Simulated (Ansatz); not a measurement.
# SiO₂ (tetragonal HfO2 sites, P4_2/nmc): the band gap by level of theory

All numbers come from the PAW code Ansatz. Spin-unpolarised throughout. Whether this structure exists isn't addressed.

Structure: a 6-atom cell of SiO₂ built on tetragonal HfO2 (relaxed group P4_2/nmc) (no longer in that coordination), at its r2SCAN minimum. It is tetragonal, P4_2/nmc (No. 137); conventional cell a = 2.825 Å, c = 8.189 Å, 10.89 Å³ an atom. Si has 4 O at 1.64 Å; O has 2 Si at 1.64 Å.

```
Si O
1.0
     2.82540    0.00000    0.00000
     0.00000    2.82540    0.00000
     0.00000    0.00000    8.18865
Si O
2 4
Direct
  0.00000 0.00000 0.00000
  0.50000 0.50000 0.50000
  0.00000 0.50000 0.39795
  0.00000 0.50000 0.89795
  0.50000 0.00000 0.60205
  0.50000 0.00000 0.10205
```

Relaxed lattice by functional, symmetry kept:
```
functional  k mesh  a (Å)  c (Å)  volume (Å³/atom)
       PBE   8×8×6  2.836  9.615             12.89
    r2SCAN   8×8×4  2.825  8.189             10.89
    PBEsol   8×8×4  2.821  8.646             11.46
```

Gaps on the r2SCAN cell, each the least over its mesh and the special points:

| level | k mesh | gap (eV) | kind | edges | least direct gap (eV) |
| --- | --- | --- | --- | --- | --- |
| PBE | 10×10×4 | 5.18 | indirect | M–Γ (0.50) → Γ | 5.54 |
| r2SCAN | 10×10×4 | 5.93 | indirect | M–Γ (0.47) → Γ | 6.30 |
| HSE06 | 6×6×2 | 7.09 | indirect | M–Γ (0.47) → Γ | 7.48 |
| PBE0 | 6×6×2 | 7.86 | indirect | M–Γ (0.47) → Γ | 8.24 |

PBE: smearing of 0.02 eV; the others have fixed occupations.
Wave cutoffs: 420 eV, 500 eV (r2SCAN).
Points off the special ones are mesh points or PBE's searched band edges, reused at the other levels.

The HSE06 gap is indirect, 7.09 eV (M–Γ (0.47 of the way from M) to Γ), below the direct gap of 7.48 eV at Γ.

r2SCAN covers 39 % of the step from PBE to HSE06. All these functionals give a gap of the same kind, indirect.

r2SCAN (ground state on 8×8×4): The electronic dielectric tensor ε∞ is 2.77 along x and y, 2.36 along z. Born charges, averaged over directions: Si +3.19, O -1.60 e. The program notes that the ground state's band table doesn't vouch for all the bands that the response reads.

The meshes of the hybrids are coarse, so their gaps aren't converged to the digits shown.
